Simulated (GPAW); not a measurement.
Set up this calculation in GPAW 26.7.0, as an ASE script.

```yaml
Task: single point
Functional: LDA
Potentials_or_basis: the program's PAW data sets (release 1.2.1) made for this functional
Cutoff: 450 eV
Basis: pw
k_mesh: 8 × 8 × 1
Occupations: fermi-dirac, width 0.05 eV
Spin: no spin polarisation
Maxiter: 120
Convergence: default
```

Slab: MoS2, a slab with vacuum.

```xyz
6
Lattice="3.1845 0.0000 0.0000 -1.5923 2.7579 0.0000 0.0000 0.0000 21.6705" Properties=species:S:1:pos:R:3 pbc="T T T"
Mo    0.0000    1.8386   18.4451
Mo    1.5923    0.9193    3.2254
S     1.5923    0.9193   16.8949
S     0.0000    1.8386    1.6741
S     1.5923    0.9193   19.9965
S     0.0000    1.8386    4.7756
```

These files were run (other wordings do the same):

run.py

```python
from ase import Atoms
from ase.dft.bandgap import bandgap
from ase.io import write
from ase.units import GPa
from gpaw import GPAW, PW

atoms = Atoms(['Mo', 'Mo', 'S', 'S', 'S', 'S'],
              cell=[[3.184541456, 0.0, 0.0],
                    [-1.592270728, 2.7578938003, 0.0],
                    [0.0, 0.0, 21.67053472]],
              scaled_positions=[[0.3333333333, 0.6666666667, 0.85116023],
                                [0.6666666667, 0.3333333333, 0.14883977],
                                [0.6666666667, 0.3333333333, 0.77962539],
                                [0.3333333333, 0.6666666667, 0.077251],
                                [0.6666666667, 0.3333333333, 0.922749],
                                [0.3333333333, 0.6666666667, 0.22037461]],
              pbc=True)

calc = GPAW(mode=PW(450),
            xc='LDA',
            kpts={'size': (8, 8, 1), 'gamma': True},
            occupations={'name': 'fermi-dirac', 'width': 0.05},
            nbands=46,
            maxiter=120,
            txt='gpaw.txt')
atoms.calc = calc
energy = atoms.get_potential_energy()
forces = atoms.get_forces()
stress = atoms.get_stress()
calc.write('gs.gpw')
write('result.traj', atoms)
print(f'Energy: {energy:.6f} eV')
print('Forces (eV/A):')
print(forces.round(4))
print('Stress (GPa):', (stress / GPa).round(3))
print('Fermi level:', round(calc.get_fermi_level(), 4), 'eV')
print(f'Gap: {bandgap(calc)[0]:.4f} eV, direct: {bandgap(calc, direct=True)[0]:.4f} eV')
```

Potentials or basis: the program's PAW data sets (release 1.2.1) made for this functional, pw.

The run is started by

```sh
$ OMP_NUM_THREADS=1 python run.py
```

Results of the run:

```yaml
Largest_force: 0.425 eV/Å
Band_gap_on_the_k_mesh: 1.39 eV, indirect (least direct gap 1.93 eV)
```

Caveat: the cutoff is short for stress and forces, so pressures can be off by a GPa or more.

It took 36 s on 1 thread of Arm Neoverse V1, with other jobs on the host, peak memory 0.21 GiB.
